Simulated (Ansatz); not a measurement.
ZnS, CdS, HgS: one prototype (zincblende), with Zn, Cd, Hg on the same site. Each was relaxed with r2SCAN in the plane-wave code Ansatz, and the gaps are read on those cells (d direct, i indirect). Spin-unpolarised throughout; all numbers are computed.

```tsv
compound	a (Å)	gap, PBE (eV)	gap, r2SCAN (eV)	gap, HSE06 (eV)
CdS	5.878	1.10 d (Γ)	1.54 d (Γ)	2.11 d (Γ)
HgS	5.930	0	0	0.36 d (Γ)
```

(1) Fill in the row for ZnS.

## Answers

(1)
```tsv
compound	a (Å)	gap, PBE (eV)	gap, r2SCAN (eV)	gap, HSE06 (eV)
ZnS	5.388	2.15 d (Γ)	2.71 d (Γ)	3.38 d (Γ)
```
Zn is surrounded by 4 S at 2.33 Å; S is surrounded by 4 Zn at 2.33 Å.

Spin-orbit coupling is left out; in compounds of Pb, Bi, Tl or Hg it can lower a gap by up to about 1 eV, split its edges or invert the bands.

The meshes of the hybrids are coarse, so their gaps aren't converged to the digits shown.
